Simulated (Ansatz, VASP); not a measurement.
One calculation of HfB2, two programs

```
CELL_PARAMETERS angstrom
3.14000 0.00000 0.00000
-1.57000 2.71932 0.00000
0.00000 0.00000 3.48000
ATOMIC_POSITIONS crystal
Hf 0.00000 0.00000 0.00000
B 0.33333 0.66667 0.50000
B 0.66667 0.33333 0.50000
```

Alike in both runs: task single point; functional PBE; k mesh 15 × 15 × 12; occupations fermi-dirac, width 0.03 eV; no spin polarisation.

|  | VASP | Ansatz |
| --- | --- | --- |
| version | VASP 6.6.1 | Ansatz 0.2.0 |
| potentials or method | VASP PAW PBE potentials, release 64 (Hf_pv, B), cutoff 520 eV | all-electron LAPW, scalar-relativistic |

Ansatz gave:

```
pressure (GPa)                                  : 1.4
largest component of the traceless stress (GPa) : 0.06
```

Q: What did VASP give for the same quantities?

A: Pressure (GPa): 1.0; largest component of the traceless stress (GPa): 0.22.

Ansatz ran all-electron here, so the differences hold the error of VASP's frozen core and of both bases.

Spin-orbit coupling is left out, which matters for the levels of Hf.
